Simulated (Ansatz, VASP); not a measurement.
Two plane-wave programs on InP

```
In P
1.0
     0.00000    2.97919    2.97919
     2.97919    0.00000    2.97919
     2.97919    2.97919    0.00000
In P
1 1
Direct
  0.00000 0.00000 0.00000
  0.25000 0.25000 0.25000
```

Alike in both runs: task single point; functional PBE; k mesh 6 × 6 × 6; no spin polarisation.

|  | VASP | Ansatz |
| --- | --- | --- |
| version | VASP 6.6.1 | Ansatz 0.2.0 |
| potentials or method | VASP PAW PBE potentials, release 64 (In_d, P) | plane waves, PAW |
| plane-wave cutoff (eV) | 520 | 420 |
| occupations | gaussian, width 0.01 eV | fixed |
| valence electrons in the cell | 18 | 18 |

|  | VASP | Ansatz | Ansatz less VASP |
| --- | --- | --- | --- |
| gap on the k mesh at the Fermi level (eV) | 0.44 | 0.44 | +0.003 |
| pressure (GPa) | 0.0 | 0.0 | +0.04 |

Caveats: spin-orbit coupling is left out, which moves the levels of the heavy elements.
